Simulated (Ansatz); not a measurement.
Program: Ansatz. Geometries: PBE0-D4/def2-TZVP. ΔE: electronic, gas phase. CCSD(T)/CBS adds triple-zeta CCSD(T) − MP2 to the extrapolated MP2 energy (def2 sets, frozen cores). Elements past krypton have def2 core potentials. For In outer-core shells are correlated without core-valence functions, which leaves a few kJ/mol of doubt a bond. One conformer a species, not always the lowest.

Consider the ligand exchange at a B–O bond: `CC(=O)OBF` + `[OH][InH2]` → `FB[O][InH2]` + acetic acid.

| species | MP2/CBS(def2) energy (Eh) |
| --- | --- |
| `CC(=O)OBF` | -353.49207 |
| `[OH][InH2]` | -266.75847 |
| `FB[O][InH2]` | -391.44779 |
| `CC(=O)O` | -228.82615 |

Q: Work out ΔE.

A: ΔE = (-391.44779) + (-228.82615) − (-353.49207) − (-266.75847) = -0.02340 Eh = -0.64 eV. CCSD(T)/CBS gives -0.63 eV.

Largest T1 diagnostic among the species: 0.017.

At CCSD(T), def2-SVP lies −0.15 eV from the extrapolated value and def2-TZVPP −0.00 eV. Leaving LDA and LC-ωPBE aside and taking each functional with its dispersion term where it has one, the values, not all of them listed here, spread over 0.08 eV, from r2SCANh-D4 to BLYP-D4.
